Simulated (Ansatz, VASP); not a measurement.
**Al2Cu in VASP and in Ansatz**

File INCAR:

```
  PREC = Accurate
  ENCUT = 520
  EDIFF = 1E-7
  ISMEAR = 0
  SIGMA = 0.15
  LREAL = F
  LASPH = T
  NELM = 80
  ALGO = Fast
  ISIF = 2
  LWAVE = F
  LCHARG = T
  GGA = PS
  LELF = T
  LVHAR = T
  NBANDS = 16
```

File KPOINTS:

```
Automatic mesh
0
Gamma
  10 10 14
```

Contents of POSCAR:

```
Al2Cu
1.0
    3.9888416403      0.0000000000      0.0000000000
    0.0000000000      3.9888416403      0.0000000000
    0.0000000000      0.0000000000      2.9787976485
Al Cu
2 1
Direct
    0.5074638706      0.0000000000      0.5000000000
   -0.1089562558      0.5000000000      0.5000000000
    0.0430935180      0.0000000000      0.0000000000
```

Input for Ansatz:

```yaml
crystal:
  lattice:
    - [3.9888416403, 0.0, 0.0]
    - [0.0, 3.9888416403, 0.0]
    - [0.0, 0.0, 2.9787976485]
  atoms:
    - { symbol: Al, position: [0.5074638706, 0.0, 0.5] }
    - { symbol: Al, position: [-0.1089562558, 0.5, 0.5] }
    - { symbol: Cu, position: [0.043093518, 0.0, 0.0] }
basis:
  ecutwfc: 520.0
kpoints:
  mp_grid: { grid: [10, 10, 14] }
hamiltonian:
  xc: pbesol
  pseudopotentials: { kind: paw, azcp: { folder: soft_1 } }
scf:
  occupations: { method: gaussian, width: 0.15 }
output:
  forces: true
  stress: true
  eigenvalues: true
```

Change from the starting cell: mode 4 frozen in at -0.445 Å, strain +e along z and -e/2 along x and y +0.0467.

Alike in both runs: task single point; functional PBEsol; k mesh 10 × 10 × 14; occupations gaussian, width 0.15 eV; no spin polarisation.

```csv
,VASP,Ansatz
version,VASP 6.6.1,Ansatz 0.2.0
potentials or method,"VASP PAW PBE potentials, release 64 (Al, Cu)","scalar-relativistic, plane waves, PAW"
plane-wave cutoff (eV),520,520
valence electrons in the cell,17,25
```

VASP gave:

- gap on the k mesh at the Fermi level (eV): none
- pressure (GPa): 4.3
- largest component of the traceless stress (GPa): 8.24
- rms of the force components (eV/Å): 0.666

Q: Which values does Ansatz return?

A: gap on the k mesh at the Fermi level (eV): none; pressure (GPa): 3.9; largest component of the traceless stress (GPa): 8.24; rms of the force components (eV/Å): 0.669.

Atom by atom the forces differ by 0.004 eV/Å (rms over components). A gap of «none» marks a metal or a gap that the smearing closes. With one functional, cell and mesh, what is left measures potentials, basis and numerics. The two sets of potentials don't hold the same shells in valence. Ansatz warned: «pseudo_functional_mismatch».

Caveats: the PAW data sets were made with another functional, which shifts forces and pressure a little (VASP).
